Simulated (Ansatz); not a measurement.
Input of an Ansatz 0.2.0 run:

input.yaml

```yaml
crystal:
  lattice:
    - [3.35, 0.0, 0.0]
    - [-1.675, 2.9011851027, 0.0]
    - [0.0, 0.0, 5.86]
  atoms:
    - { symbol: Ta, position: [0.0, 0.0, 0.0] }
    - { symbol: S, position: [0.6666666667, 0.3333333333, 0.75] }
    - { symbol: S, position: [0.3333333333, 0.6666666667, 0.25] }
hamiltonian:
  xc: lda
  pseudopotentials: { kind: paw }
kpoints:
  mp_grid: { grid: [9, 9, 5] }
scf:
  occupations: { method: fermi_dirac, width: 0.05 }
output:
  forces: true
  stress: true
relax:
  f_tol: 0.01
  max_steps: 40
  cell: { stress_tol: 0.05 }
```

Potentials or basis: Ansatz PAW.

Launch:

```console
$ ansatz run input.yaml --threads 2 --pin off --max-ram 5632MiB --backend cpu --events-out ev --progress --plain --runs-dir out
```

What does it give for the relaxed volume?

17.94 Å³/atom.

What does it give for the space group after relaxing (to 0.05 Å)?

P-3m1 (No. 164).

Final structure:
```yaml
crystal:
  lattice:
    - [3.29243, 0.00000, 0.00000]
    - [-1.64621, 2.85133, 0.00000]
    - [0.00000, 0.00000, 5.73353]
  atoms:
    - { symbol: Ta, position: [0.00000, 0.00000, 0.00000] }
    - { symbol: S, position: [0.66667, 0.33333, 0.73204] }
    - { symbol: S, position: [0.33333, 0.66667, 0.26796] }
```

Caveat: the PAW data sets come from PBE, with cores solved anew for the run's functional, which leaves a small shift of forces and pressure. Zero-point motion and thermal expansion aren't in these numbers.
